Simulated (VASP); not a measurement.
Here is a VASP 6.6.1 calculation.

INCAR

```
SYSTEM = HfO2
PREC = Accurate ; ENCUT = 600
EDIFF = 1E-6 ; ISMEAR = -1
SIGMA = 0.05 ; LREAL = .FALSE.
LASPH = .TRUE. ; NELM = 80
ALGO = Normal ; ISIF = 3
LWAVE = .FALSE. ; LCHARG = .FALSE.
GGA = PE ; IBRION = 2
NSW = 60 ; EDIFFG = -0.02
PSTRESS = 50
```

Contents of KPOINTS:

```
regular mesh
0
G
  4 6 3
  0 0 0
```

The input POSCAR:

```
HfO2
1.0
    5.5563950000      0.0000000000      0.0000000000
    0.0000000000      3.3335970000      0.0000000000
    0.0000000000      0.0000000000      6.5049950000
Hf O
4 8
Direct
    0.7486820000      0.7500000000      0.6078710000
    0.2513180000      0.2500000000      0.3921290000
    0.2486820000      0.7500000000      0.8921290000
    0.7513180000      0.2500000000      0.1078710000
    0.6394990000      0.2500000000      0.4234000000
    0.3605010000      0.7500000000      0.5766000000
    0.1394990000      0.2500000000      0.0766000000
    0.8605010000      0.7500000000      0.9234000000
    0.5207940000      0.2500000000      0.8414530000
    0.4792060000      0.7500000000      0.1585470000
    0.0207940000      0.2500000000      0.6585470000
    0.9792060000      0.7500000000      0.3414530000
```

Potentials or basis: VASP PAW PBE potentials, release 64 (Hf_pv, O).

Launch:

```console
$ cat potpaw_PBE.64/Hf_pv/POTCAR potpaw_PBE.64/O/POTCAR > POTCAR
$ mpirun -np 1 vasp_std > vasp.out
```

**Question.** Predict the relaxed cell.

**Answer.** a = 5.527 Å, b = 3.298 Å, c = 6.455 Å, α = 90.00°, β = 90.00°, γ = 90.00°.

**Question.** Estimate the relaxed volume.

**Answer.** 9.81 Å³/atom.

**Question.** Estimate the band gap on the k mesh.

**Answer.** 3.36 eV, direct.

Forces on the atoms (eV/Å):
```
Hf  -0.001  0.000 -0.008
Hf   0.001  0.000  0.008
Hf  -0.001  0.000  0.008
Hf   0.001  0.000 -0.008
O   -0.006  0.000  0.003
O    0.006  0.000 -0.003
O   -0.006  0.000 -0.003
O    0.006  0.000  0.003
O    0.008  0.000  0.002
O   -0.008  0.000 -0.002
O    0.008  0.000 -0.002
O   -0.008  0.000  0.002
```

Caveat: the cell is relaxed towards a set pressure, so the enthalpy falls and the energy may rise; spin-orbit coupling is left out, which moves the levels of the heavy elements; an odd mesh through Γ misses points on the zone boundary, where band edges often lie. As with any semilocal functional, this PBE gap is likely too small.
